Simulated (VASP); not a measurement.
Crystal: Y.

```
Y
1.0
     3.64740    0.00000    0.00000
    -1.82370    3.15874    0.00000
     0.00000    0.00000    5.73060
Y
2
Direct
  0.66667 0.33333 0.75000
  0.33333 0.66667 0.25000
```

Program: VASP 6.6.1. Alike in all runs: task band structure; no spin polarisation; cell as given; k mesh 8 × 8 × 5; cutoff (eV) 520; smearing fermi-dirac 0.05 eV.

Q: Order these runs on this cell by their pressure, lowest first.
A. level PBEsol; potentials or basis VASP PAW PBE potentials, release 64 (Y_sv)
B. level SCAN; potentials or basis VASP PAW PBE potentials, release 64 (Y_sv)
C. level LDA; potentials or basis VASP PAW LDA potentials, release 64 (Y_sv)

A: C (-3.9 GPa), A (-2.1 GPa), B (0.4 GPa).

Caveats: the PAW data sets were made with another functional, which shifts forces and pressure a little (some runs).

Runs at the PBE level aren't shown here.
